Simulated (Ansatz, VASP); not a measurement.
# PtSe: VASP beside Ansatz

File INCAR:

```
SYSTEM = PtSe
ALGO = Normal
EDIFF = 1E-7
ENCUT = 520
GGA = PE
ISIF = 2
ISMEAR = -1
LASPH = .TRUE.
LCHARG = .FALSE.
LREAL = .FALSE.
LWAVE = .FALSE.
NBANDS = 15
NELM = 100
PREC = Accurate
SIGMA = 0.05
```

Contents of KPOINTS:

```
k-points
0
G
  8 8 8
  0 0 0
```

Contents of POSCAR:

```
PtSe
1.0
    0.0000000000      3.0970201431      3.0970201431
    3.0970201431      0.0000000000      3.0970201431
    3.0970201431      3.0970201431      0.0000000000
Pt Se
1 1
Direct
    0.0000000000      0.0000000000      0.0000000000
    0.2500000000      0.2500000000      0.2500000000
```

File input.yaml:

```yaml
crystal:
  lattice:
    - [0.0, 3.0970201431, 3.0970201431]
    - [3.0970201431, 0.0, 3.0970201431]
    - [3.0970201431, 3.0970201431, 0.0]
  atoms:
    - { symbol: Pt, position: [0.0, 0.0, 0.0] }
    - { symbol: Se, position: [0.25, 0.25, 0.25] }
hamiltonian:
  xc: pbe
  pseudopotentials: { kind: paw }
kpoints:
  mp_grid: { grid: [8, 8, 8] }
scf:
  occupations: { method: fermi_dirac, width: 0.05 }
output:
  forces: true
  stress: true
  eigenvalues: true
  write_density: true
  write_potential: true
  elf: true
  volumetric_format: npy
```

Change from the starting cell: volume scaled by 1.06.

Alike in both runs: task single point; functional PBE; k mesh 8 × 8 × 8; occupations fermi-dirac, width 0.05 eV; no spin polarisation.

```csv
,VASP,Ansatz
version,VASP 6.6.1,Ansatz 0.2.0
potentials or method,"VASP PAW PBE potentials, release 64 (Pt, Se)",Ansatz PAW
plane-wave cutoff (eV),520,420
valence electrons in the cell,16,34
```

|  | VASP | Ansatz | Ansatz less VASP |
| --- | --- | --- | --- |
| gap on the k mesh at the Fermi level (eV) | none | none | - |
| pressure (GPa) | -12.5 | -12.5 | +0.04 |

A gap of «none» marks a metal or a gap that the smearing closes. The two sets of potentials don't hold the same shells in valence.

Spin-orbit coupling is left out, which matters for the levels of Pt.
